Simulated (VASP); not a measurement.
Here is a VASP 6.6.1 calculation.

File INCAR:

```
  ALGO = Normal
  EDIFF = 1E-7
  EDIFFG = -0.002
  ENCUT = 520
  GGA = CA
  IBRION = 2
  ISIF = 3
  ISMEAR = 0
  LASPH = True
  LCHARG = False
  LREAL = False
  LWAVE = False
  NELM = 80
  NSW = 80
  PREC = Accurate
  PSTRESS = 500.0
  SIGMA = 0.1
```

The input KPOINTS:

```
k-points
0
Gamma
  16 16 16
```

File POSCAR:

```
Hf
1.0
   -1.8050000000      1.8050000000      1.8050000000
    1.8050000000     -1.8050000000      1.8050000000
    1.8050000000      1.8050000000     -1.8050000000
Hf
1
Direct
    0.0000000000      0.0000000000      0.0000000000
```

Potentials or basis: VASP PAW LDA potentials, release 64 (Hf_pv).

The run is started by

```sh
$ cat potpaw_LDA.64/Hf_pv/POTCAR > POTCAR
$ mpirun -np 1 vasp_std > vasp.out
```

Question: What does it give for the relaxed cell?

Answer: a = 2.717 Å, b = 2.717 Å, c = 2.717 Å, α = 109.47°, β = 109.47°, γ = 109.47°.

Question: Estimate the relaxed volume.

Answer: 15.44 Å³/atom.

Question: What does it give for the space group after relaxing (to 0.05 Å)?

Answer: Im-3m (No. 229).

Question: What does it give for the band gap on the k mesh?

Answer: None (metal or under the smearing width).

Final structure:
```
Hf
1.0
    -1.56874    1.56874    1.56874
     1.56874   -1.56874    1.56874
     1.56874    1.56874   -1.56874
Hf
1
Direct
  0.00000 0.00000 0.00000
```

Caveat: the cell is relaxed towards a set pressure, so the enthalpy falls and the energy may rise; the volume moved by over 15 % at a fixed basis, so the end points are rough. LDA usually gives volumes a few per cent too small.
